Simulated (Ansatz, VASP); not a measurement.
BN in VASP and in Ansatz

```
CELL_PARAMETERS angstrom
1.25112 0.72234 3.37293
-1.25112 0.72234 3.37293
0.00000 -1.44467 3.37293
ATOMIC_POSITIONS crystal
N 0.66724 0.66724 0.66724
B 0.00033 0.00033 0.00033
```

The cell is a database's computed one.

Alike in both runs: task relaxation of cell and atoms; functional BLYP; dispersion D4; k mesh 12 × 12 × 12; occupations fermi-dirac, width 0.05 eV; no spin polarisation.

|  | VASP | Ansatz |
| --- | --- | --- |
| version | VASP 6.6.1 | Ansatz 0.2.0 |
| potentials or method | VASP PAW PBE potentials, release 64 (N, B) | Ansatz PAW |
| plane-wave cutoff (eV) | 600 | 420 |
| valence electrons in the cell | 8 | 8 |

```csv
,VASP,Ansatz,Ansatz less VASP
"gap on the k mesh at the Fermi level, each at its own relaxed structure (eV)",4.18,4.20,+0.019
relaxed volume (Å³/atom),8.55,8.61,+0.066
relaxed cell length with the largest relative difference (Å),3.462,3.481,+0.0190
energy change over the relaxation (meV/atom),-6,-5,+1.4
```

Caveats: the PAW data sets were made with another functional, which shifts forces and pressure a little (VASP); the plane-wave basis is chosen anew once the cell has moved, so the energies of steps on either side of that aren't comparable (Ansatz); the pressure holds a Pulay correction of +0.8 GPa for the finite cutoff (Ansatz); the PAW data sets come from PBE, with cores solved anew for the run's functional, which leaves a small shift of forces and pressure (Ansatz). BLYP gaps usually lie below the measured ones, often by a third to a half. A k mesh can miss the band edges.
